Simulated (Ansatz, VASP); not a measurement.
Given: the input of a run of VASP 6.6.1 on In.

Contents of INCAR:

```
SYSTEM = In
PREC     = Accurate       ! precision mode
ENCUT    = 520            ! plane-wave cutoff, eV
EDIFF    = 1E-6           ! SCF threshold, eV
ISMEAR   = -1             ! smearing method
SIGMA    = 0.05           ! smearing width, eV
LREAL    = .False.        ! projectors in reciprocal space
LASPH    = .True.         ! aspherical terms in the spheres
NELM     = 100            ! most SCF steps
ALGO     = Normal         ! electronic algorithm
ISIF     = 2              ! what is computed and relaxed
LWAVE    = .False.        ! write WAVECAR
LCHARG   = .False.        ! write CHGCAR
GGA      = PS             ! functional
NBANDS   = 12             ! bands
```

KPOINTS

```
Automatic mesh
0
Gamma
  10 10 10
  0 0 0
```

File POSCAR:

```
In
1.0
   -1.8440955744      1.8440955744      1.8440955744
    1.8440955744     -1.8440955744      1.8440955744
    1.8440955744      1.8440955744     -1.8440955744
In
1
Direct
    0.0000000000      0.0000000000      0.0000000000
```

Potentials or basis: VASP PAW PBE potentials, release 64 (In_d).

The run is started by

```bash
$ cat potpaw_PBE.64/In_d/POTCAR > POTCAR
$ mpirun -np 1 vasp_std > vasp.out
```

**Question.** Translate it to Ansatz 0.2.0. Potentials there: all-electron LAPW, scalar-relativistic.

**Answer.** As run (the cutoff follows the program's own potentials):

File input.yaml:

```yaml
crystal:
  lattice:
    - [-1.8440955744, 1.8440955744, 1.8440955744]
    - [1.8440955744, -1.8440955744, 1.8440955744]
    - [1.8440955744, 1.8440955744, -1.8440955744]
  atoms:
    - { symbol: In, position: [0.0, 0.0, 0.0] }
kpoints:
  mp_grid: { grid: [10, 10, 10] }
scf:
  occupations: { method: fermi_dirac, width: 0.05 }
hamiltonian:
  xc: pbesol
  pseudopotentials: { kind: all_electron, lapw: { basis_error: 0.0005 } }
output:
  forces: true
  stress: true
  eigenvalues: true
```

Potentials or basis: all-electron LAPW, scalar-relativistic.

Launch:

```sh
$ ansatz run input.yaml --threads 1 --pin off --max-ram 3072MiB --backend cpu --events-out ev --progress --plain --runs-dir out
```

Both were run:

|  | VASP | Ansatz | Ansatz less VASP |
| --- | --- | --- | --- |
| gap on the k mesh at the Fermi level (eV) | none | none | - |
| pressure (GPa) | 1.2 | 1.2 | +0.02 |

A gap of «none» marks a metal or a gap that the smearing closes. Ansatz ran all-electron here, so the differences hold the error of VASP's frozen core and of both bases.

Caveats: the PAW data sets were made with another functional, which shifts forces and pressure a little (VASP).
